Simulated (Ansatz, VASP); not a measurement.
## PtS2 in VASP and in Ansatz

```
CELL_PARAMETERS angstrom
3.49531 0.00000 0.00000
-1.74766 3.02703 0.00000
0.00000 0.00000 4.97070
ATOMIC_POSITIONS crystal
Pt 0.00000 0.00000 0.00000
S 0.66667 0.33333 0.77300
S 0.33333 0.66667 0.22700
```

Change from the starting cell: volume scaled by 0.96.

Alike in both runs: task single point; functional PBEsol; k mesh 9 × 9 × 5; occupations fermi-dirac, width 0.05 eV; no spin polarisation.

|  | VASP | Ansatz |
| --- | --- | --- |
| version | VASP 6.6.1 | Ansatz 0.2.0 |
| potentials or method | VASP PAW PBE potentials, release 64 (Pt, S) | Ansatz PAW |
| plane-wave cutoff (eV) | 520 | 420 |
| valence electrons in the cell | 22 | 30 |

VASP gave:

| Quantity | Value |
| --- | --- |
| gap on the k mesh at the Fermi level (eV) | 1.01 |
| least direct gap on the mesh (eV) | 1.05 |
| pressure (GPa) | 13.6 |
| largest component of the traceless stress (GPa) | 2.74 |
| rms of the force components (eV/Å) | 0.755 |

What did Ansatz give for the same quantities?

gap on the k mesh at the Fermi level (eV): 0.99; least direct gap on the mesh (eV): 1.03; pressure (GPa): 14.0; largest component of the traceless stress (GPa): 2.91; rms of the force components (eV/Å): 0.766.

Atom by atom the forces differ by 0.011 eV/Å (rms over components). The two sets of potentials don't hold the same shells in valence.

Caveats: spin-orbit coupling is left out, which moves the levels of the heavy elements; the PAW data sets were made with another functional, which shifts forces and pressure a little (VASP); an odd mesh through Γ misses points on the zone boundary, where band edges often lie (VASP); odd divisions of the mesh miss points on the zone boundary, where band edges often lie, so the gap on the mesh can be too wide (Ansatz); the PAW data sets come from PBE, with cores solved anew for the run's functional, which leaves a small shift of forces and pressure (Ansatz); forces of over 1 eV/Å show positions far from the minimum, so gaps and moduli don't describe the material at rest (Ansatz).
